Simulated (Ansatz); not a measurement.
# ZnSe (rocksalt type): the cost of one run

Program: Ansatz 0.2.0. Level of theory: DFT, LDA, PAW with Ansatz's default frozen-core files, scalar-relativistic. These are calculated values, not measurements.

### 1 Starting point

The structure is cubic, space group Fm-3m (No. 225). Conventional cell: a = 4.988 Å, b = 4.988 Å, c = 4.988 Å, α = 90.00°, β = 90.00°, γ = 90.00°. Zn (site symmetry m-3m) is surrounded by 6 Se at 2.49 Å. Se (site symmetry m-3m) has 6 Zn at 2.49 Å as nearest neighbours.

Coordinates:

```cif
data_structure
_symmetry_space_group_name_H-M 'Fm-3m'
_symmetry_Int_Tables_number 225
_cell_length_a 4.9880
_cell_length_b 4.9880
_cell_length_c 4.9880
_cell_angle_alpha 90.000
_cell_angle_beta 90.000
_cell_angle_gamma 90.000
_cell_volume 124.10
loop_
_atom_site_label
_atom_site_type_symbol
_atom_site_symmetry_multiplicity
_atom_site_Wyckoff_symbol
_atom_site_fract_x
_atom_site_fract_y
_atom_site_fract_z
_atom_site_occupancy
Zn1 Zn 4 a 0.00000 0.00000 0.00000 1
Se1 Se 4 b 0.50000 0.00000 0.00000 1
```

The file gives the conventional cell by its symmetry; the runs use the cell typed in the input.

Whether this phase is the stable one at these pressures isn't tested.

Atoms are numbered in the order of the input: Zn1, Se2.

### 2 Cell relaxed at zero pressure, PAW

Contents of input.yaml:

```yaml
crystal:
  lattice:
    - [0.0, 2.4940015978, 2.4940015978]
    - [2.4940015978, 0.0, 2.4940015978]
    - [2.4940015978, 2.4940015978, 0.0]
  atoms:
    - { symbol: Zn, position: [0.0, 0.0, 0.0] }
    - { symbol: Se, position: [0.5, 0.5, 0.5] }
kpoints:
  mp_grid: { grid: [13, 13, 13] }
scf:
  occupations: { method: fermi_dirac, width: 0.1 }
hamiltonian:
  xc: lda
  pseudopotentials: { kind: paw }
output:
  forces: true
  stress: true
relax:
  f_tol: 0.005
  max_steps: 40
  cell: {}
```

On the command line:

```
> ansatz run input.yaml --threads 1 --pin off --max-ram 2048MiB --backend cpu --events-out ev --progress --plain --runs-dir out
```

What time and memory should one allow on 1 thread of AMD EPYC 7R43 (Zen 3), shared host?

About 11 s, with a peak of 0.4 GiB.
